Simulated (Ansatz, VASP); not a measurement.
# Cross-check of Co3O4 between VASP and Ansatz

Aim: how closely do two programs agree when they are given the same cell, functional and k mesh? The two relaxations start from unlike cells of this crystal (the structure described is Ansatz's start), so only their ends are compared.

Program: Ansatz 0.2.0. Level of theory: plane waves, with VASP 6.6.1 beside it; relaxation of cell and atoms at LDA, DFT+U. Results are calculated unless marked as measured.

## (1) The starting structure

The structure is cubic, space group Fd-3m (No. 227). The conventional cell has a = 8.084 Å, b = 8.084 Å, c = 8.084 Å, α = 90.00°, β = 90.00°, γ = 90.00°. Co has 4 O at 1.93 Å nearest. Nearest to Co lie 6 O at 1.92 Å. O has 4 Co at 1.92 to 1.93 Å nearest. Farther neighbours and most contacts between anions are not listed.

## (2) Ansatz: relaxation of cell and atoms, LDA, DFT+U

Ansatz runs on its default PAW (the set named soft_2) files.

The relaxed volume is the usual yardstick between codes: in a stiff, nearly cubic crystal its relative difference is about their pressure difference at one cell divided by the bulk modulus.

input.yaml

```yaml
crystal:
  lattice:
    - [0.0, 4.04185, 4.04185]
    - [4.04185, 0.0, 4.04185]
    - [4.04185, 4.04185, 0.0]
  atoms:
    - { symbol: Co, position: [0.75, 0.75, 0.75], spin: 3.0 }
    - { symbol: Co, position: [0.5, 0.5, 0.5], spin: 3.0 }
    - { symbol: Co, position: [0.125, 0.125, 0.125], spin: 3.0 }
    - { symbol: Co, position: [0.625, 0.125, 0.125], spin: -3.0 }
    - { symbol: Co, position: [0.125, 0.125, 0.625], spin: -3.0 }
    - { symbol: Co, position: [0.125, 0.625, 0.125], spin: -3.0 }
    - { symbol: O, position: [0.8882, 0.8882, 0.8882] }
    - { symbol: O, position: [0.9146, 0.3618, 0.3618] }
    - { symbol: O, position: [0.8882, 0.8882, 0.3354] }
    - { symbol: O, position: [0.3618, 0.9146, 0.3618] }
    - { symbol: O, position: [0.3354, 0.8882, 0.8882] }
    - { symbol: O, position: [0.3618, 0.3618, 0.3618] }
    - { symbol: O, position: [0.8882, 0.3354, 0.8882] }
    - { symbol: O, position: [0.3618, 0.3618, 0.9146] }
kpoints:
  mp_grid: { grid: [6, 6, 6] }
hamiltonian:
  xc: lda
  hubbard:
    sites: [{ species: Co, l: d, u_eff: 3.32 }]
    projectors: ortho-atomic
scf:
  occupations: { method: gaussian, width: 0.02 }
output:
  forces: true
  stress: true
  eigenvalues: true
  populations: true
magnetization:
  spin_polarized: true
relax:
  adjacent_minimum: "off"
  f_tol: 0.005
  max_steps: 60
  cell: { stress_tol: 0.03 }
```

Command:

```console
ansatz run input.yaml --threads 4 --pin off --max-ram 16384MiB --backend cpu --events-out ev --progress --plain --runs-dir out
```

Numbers of over 12 decimals in the logs are rounded to 6 here.

Output:

```text
Engine: ansatz 0.2.0, aarch64-unknown-linux-gnu
Pseudopotentials: kind: paw
Pseudopotential: Co, paw, valence charge 17, recommended cutoff 420 eV (normal), Co.paw.azcp
Pseudopotential: O, paw, valence charge 6, recommended cutoff 420 eV (normal), O.paw.azcp
Functional definition: SPW92
  exchange = slater_x
  correlation = pw_c
Crystal: 14 atoms, lattice volume = 132.060 Å³
Basis set: ecut = 420 eV, 2637 PW (Γ)
Bands: 101, of which v1, the nominal top of the filled ones, is band 75 counted from 1 (74 counted from 0)
Symmetry: 12 space group operations
Space group: R-3m (ITA 166), of the structure as read, at distance tolerance 5.1e-5 Å
Magnetic group: BNS 166.97 (UNI 1327), of the structure as read, at distance tolerance 5.1e-5 Å
k-points: 32 of 216
Non-local potential: Co, projectors of the file, l = 0: 3, l = 1: 2, l = 2: 3, l = 3: 1
Non-local potential: O, projectors of the file, l = 0: 2, l = 1: 2, l = 2: 1
PAW form: soft (Blöchl's): semilocal exchange-correlation on the pseudo side does not see the compensation charge
PAW frozen core: Co, regenerated for the run's functional, and the local potential with it (the file was generated under x = pbe(κ = 0.804, μ = 0.219515), c = pbe(β = 0.066725))
PAW frozen core: O, regenerated for the run's functional, and the local potential with it (the file was generated under x = pbe(κ = 0.804, μ = 0.219515), c = pbe(β = 0.066725))
PAW one-centre angular grid: Co, 590 points (default); XC on 64 Gauss nodes
PAW one-centre angular grid: O, 110 points (default); XC on 64 Gauss nodes
Initial density: superposition of atomic densities (chi_scale 0.1, normalization cell, long waves kept (reshape's long-wave potential 0.03 eV rms))
Starting moments: Σ|m| = 18 μB on 6 of 14 sites
Starting magnetic order: compensated ferrimagnet; no operation exchanges its spin sublattices
Initial wavefunctions: pseudopotential atomic-orbital guess
Functional: x = slater, c = lda
SCF iter   1: F=—  HF=-34808.000112 eV  |F-HF|=—  |Δ(HF+E_count)|=         —  Δρ=2.42e-1 (↑2.19e-1 ↓2.42e-1)  dr2=1.38e2  dr2_m=2.50e1  M=0.688 μB ∫|m|=8.733 μB  β_m=0.30  ethr=3.10e-3  ⟨swp⟩=5.6  Hψ=21884  notcnv=0  defer=168
preconditioner: auto → Kerker (q_TF=auto, 2.787 Å⁻¹)  [metal: Δε(μ)=0.003 eV  Ē_g=13.406 eV  σ=0.020 eV  W_gap=0.09  n_scr=58 (ndim 8)  ℏωp=32.6 eV  f_vac=0.000  D(μ)=14.85/eV (n_scr^D=180)]
spin=Collinear: Kerker preconditioning applied to the charge; magnetization (m = ρ↑ − ρ↓) channel mixes plain (no charge-response kernel on spin).
SCF iter   2: F=—  HF=-34798.265269 eV  |F-HF|=—  |Δ(HF+E_count)|=    9.73e0  Δρ=1.76e-1 (↑5.00e-2 ↓1.76e-1)  dr2=4.45e1  dr2_m=8.05e0  M=2.110 μB ∫|m|=15.980 μB  β_m=0.30  ethr=3.10e-3  ⟨swp⟩=3.1  Hψ=13577  notcnv=0  defer=1165
SCF iter   3: F=—  HF=-34798.234534 eV  |F-HF|=—  |Δ(HF+E_count)|=   3.07e-2  Δρ=1.65e-1 (↑7.24e-2 ↓1.65e-1)  dr2=5.10e1  dr2_m=5.48e0  M=-0.929 μB ∫|m|=12.980 μB  β_m=0.30  ethr=3.10e-3  ⟨swp⟩=2.9  Hψ=13013  notcnv=0  defer=1136
SCF iter   4: F=—  HF=-34797.266242 eV  |F-HF|=—  |Δ(HF+E_count)|=   9.68e-1  Δρ=4.91e-2 (↑4.20e-2 ↓4.91e-2)  dr2=2.37e0  dr2_m=1.48e0  M=0.545 μB ∫|m|=13.123 μB  β_m=0.30  ethr=3.10e-3  ⟨swp⟩=2.2  Hψ=8950  notcnv=0  defer=1079
SCF iter   5: F=—  HF=-34797.940845 eV  |F-HF|=—  |Δ(HF+E_count)|=   6.75e-1  Δρ=6.93e-2 (↑6.93e-2 ↓4.79e-2)  dr2=5.71e0  dr2_m=2.71e0  M=2.169 μB ∫|m|=12.946 μB  β_m=0.30  ethr=1.58e-3  ⟨swp⟩=2.1  Hψ=7412  notcnv=0  defer=1096
SCF iter   6: F=—  HF=-34799.067257 eV  |F-HF|=—  |Δ(HF+E_count)|=    1.13e0  Δρ=1.14e-1 (↑4.86e-2 ↓1.14e-1)  dr2=1.99e1  dr2_m=4.57e0  M=3.038 μB ∫|m|=13.559 μB  β_m=0.30  ethr=1.58e-3  ⟨swp⟩=2.8  Hψ=10920  notcnv=0  defer=1090
SCF iter   7: F=—  HF=-34798.957706 eV  |F-HF|=—  |Δ(HF+E_count)|=   1.10e-1  Δρ=5.95e-2 (↑3.65e-2 ↓5.95e-2)  dr2=4.95e0  dr2_m=1.95e0  M=2.535 μB ∫|m|=12.803 μB  β_m=0.30  ethr=1.58e-3  ⟨swp⟩=2.1  Hψ=8024  notcnv=0  defer=1164
SCF iter   8: F=—  HF=-34799.283836 eV  |F-HF|=—  |Δ(HF+E_count)|=   3.26e-1  Δρ=5.27e-2 (↑3.49e-2 ↓5.27e-2)  dr2=2.71e0  dr2_m=1.58e0  M=1.363 μB ∫|m|=11.824 μB  β_m=0.30  ethr=1.58e-3  ⟨swp⟩=2.6  Hψ=7181  notcnv=0  defer=1164
SCF iter   9: F=—  HF=-34799.677739 eV  |F-HF|=—  |Δ(HF+E_count)|=   3.94e-1  Δρ=3.77e-2 (↑2.93e-2 ↓3.77e-2)  dr2=9.04e-1  dr2_m=1.14e0  M=1.434 μB ∫|m|=11.633 μB  β_m=0.30  ethr=1.58e-3  ⟨swp⟩=2.0  Hψ=7901  notcnv=0  defer=1209
SCF iter  10: F=—  HF=-34799.992331 eV  |F-HF|=—  |Δ(HF+E_count)|=   3.15e-1  Δρ=3.05e-2 (↑2.49e-2 ↓3.05e-2)  dr2=4.85e-1  dr2_m=8.26e-1  M=1.394 μB ∫|m|=11.473 μB  β_m=0.30  ethr=6.03e-4  ⟨swp⟩=2.3  Hψ=5818  notcnv=0  defer=1215
Mixer restart at iter 10: flushing history
spin-set hold released at iteration 10 (site moments contracting): the magnetisation degrees of freedom join the quasi-Newton model from the next iteration; the mixer history was flushed
[...]
Spin contamination: 6.1277 ħ² per cell (⟨S²⟩ above its minimum at these occupations)
Per-site moments (μB) at R_I (Å): [(2.340259, 0.767813), (2.340259, 0.767813), (0.081758, 0.782981), (-1.875700, 0.795994), (-1.875700, 0.795994), (-1.875700, 0.795994), (0.094124, 0.767813), (0.077460, 0.782981), (0.077460, 0.782981), (0.077460, 0.782981), (0.077460, 0.782981), (0.094124, 0.767813), (0.077460, 0.782981), (0.077460, 0.782981)]
Free energy (F): -34801.046048 eV
Harris-Foulkes:  -34801.046048 eV  (|F-HF|=2.18e-11)
Internal energy: -34801.044653 eV  (E = F + TS)
E sigma→0 (E₀):  -34801.045350 eV
Entropy (-TS):   -0.001395 eV (-0.100 meV/atom)
Fermi energy:    12.069019 eV
--- Per-component energies (eV) ---
  E_band       = -2060.561111
  E_kinetic    = 4075.529628
  E_local      = -22995.245101  (includes V_loc(G=0)·N_el)
  E_nonlocal   = 3181.753301
  E_hartree    = 9446.320026
  E_xc         = -1510.970449
  E_vxc        = -1954.344955  (∫ρ·V_xc dr)
  E_hubbard    = 8.495024  (on-site DFT+U / exact-exchange correction)
  E_vhub       = -56.367278  (the Hubbard potential's part of the band-sum identity)
  E_paw        = -9883.282616  (= ΣΔE_a)
  E_vpaw       = -3204.545787  (= ΣTr[D̂ρ^β])
  E_aug_tail   = 0.019407  (compensation charges beyond the density's cutoff)
  E_ewald      = -17126.948749
  E_core_change = 3.284876  (= ΣΔE_core)
  E_smearing   = -0.001395  (= −TS)
  E_closure    = 0.000000  (closes the sum)
  Σ components = -34801.046048   (vs F -34801.046048, Δ=0.00e0)
--- Forces (eV/Å), atoms counted from 1 ---
  atom   1  Co     0.00027724     0.00027724     0.00027724
  atom   2  Co    -0.00027724    -0.00027724    -0.00027724
  atom   3  Co    -0.00000000     0.00000000    -0.00000000
  atom   4  Co    -0.00000000     0.00000000     0.00000000
  atom   5  Co    -0.00000000    -0.00000000    -0.00000000
  atom   6  Co     0.00000000    -0.00000000     0.00000000
  atom   7  O     -0.00017838    -0.00017838    -0.00017838
  atom   8  O     -0.00059195     0.00013151     0.00013151
  atom   9  O     -0.00013151    -0.00013151     0.00059195
  atom  10  O      0.00013151    -0.00059195     0.00013151
  atom  11  O      0.00059195    -0.00013151    -0.00013151
  atom  12  O      0.00017838     0.00017838     0.00017838
  atom  13  O     -0.00013151     0.00059195    -0.00013151
  atom  14  O      0.00013151     0.00013151    -0.00059195
  max |Σ_I F_I| component: 4.16e-17 eV/Å
--- Stress (GPa, compression-positive) ---
       -0.004872      -0.001187      -0.001187
       -0.001187      -0.004872      -0.001187
       -0.001187      -0.001187      -0.004872
  P = ⅓ Tr σ = -0.0049 GPa (-0.049 kbar)
--- Band table (eV; the first three rows and the last of 64) ---
  k-point 0 ↑: bands = [... 71 lower, 10.9944, 11.0357, 11.0357, 11.1290, 13.1145, 13.1145, 13.1602, 14.3507, ... 22 higher]
  k-point 1 ↑: bands = [... 71 lower, 10.9951, 11.0612, 11.1197, 11.1675, 13.1055, 13.1394, 13.1845, 14.2647, ... 22 higher]
  k-point 2 ↑: bands = [... 71 lower, 11.0029, 11.0534, 11.1922, 11.2094, 13.0939, 13.1895, 13.2276, 14.0900, ... 22 higher]
  k-point 31 ↓: bands = [... 71 lower, 11.4980, 11.8259, 12.0555, 12.0555, 12.2319, 12.4949, 12.4949, 13.4080, ... 22 higher]
Occupation matrices written to <dir>
--- Relaxed structure (11 steps of the walk, 10 accepted, 2 SCFs on fresh bases) ---
  F+E_penalty+E_count = -34801.04604771 eV   max|allowed force component| = 5.920e-4 eV/Å   (the final SCF, on the basis selected at the relaxed cell)
  cell:  # Å, volume = 130.9803 Å³
    - [-0.00586214, 4.027878, 4.027878]
    - [4.027878, -0.00586214, 4.027878]
    - [4.027878, 4.027878, -0.00586214]
  atoms:
    - { symbol: Co, position: [0.752689, 0.752689, 0.752689] }
    - { symbol: Co, position: [0.497311, 0.497311, 0.497311] }
    - { symbol: Co, position: [0.125, 0.125, 0.125000] }
    - { symbol: Co, position: [0.625000, 0.125000, 0.125000] }
    - { symbol: Co, position: [0.125000, 0.125000, 0.625000] }
    - { symbol: Co, position: [0.125000, 0.625000, 0.125000] }
    - { symbol: O, position: [0.886189, 0.886189, 0.886189] }
    - { symbol: O, position: [0.906120, 0.360195, 0.360195] }
    - { symbol: O, position: [0.889805, 0.889805, 0.343880] }
    - { symbol: O, position: [0.360195, 0.906120, 0.360195] }
    - { symbol: O, position: [0.343880, 0.889805, 0.889805] }
    - { symbol: O, position: [0.363811, 0.363811, 0.363811] }
    - { symbol: O, position: [0.889805, 0.343880, 0.889805] }
    - { symbol: O, position: [0.360195, 0.360195, 0.906120] }
--- Löwdin populations: 14 sites ---
  site symbol       q [e]    m [muB]
     0     Co     15.8228     2.5205
     1     Co     15.8228     2.5205
     2     Co     15.9578     0.0724
     3     Co     15.8042    -1.9771
     4     Co     15.8042    -1.9771
     5     Co     15.8042    -1.9771
     6      O      6.7913     0.1099
     7      O      6.7824     0.0956
     8      O      6.7824     0.0956
     9      O      6.7824     0.0956
    10      O      6.7824     0.0956
    11      O      6.7913     0.1099
    12      O      6.7824     0.0956
    13      O      6.7824     0.0956
  spilling = 0.004714 (of n_electrons = 150.000000)
```

[end of part 1 of 2]

[Lines on the potential files, build, host, timing and source positions are cut from VASP's logs without a mark.]

[Logs are printed without paths, hosts, clocks, repeated set-up lines and the standing remarks that a program may print on its own settings, such as how far it seeks lower states.]

[Hosts, paths, dates, database ids (printed as entryN), source tags and the programs' standing remarks are cut or masked in the printed files.]
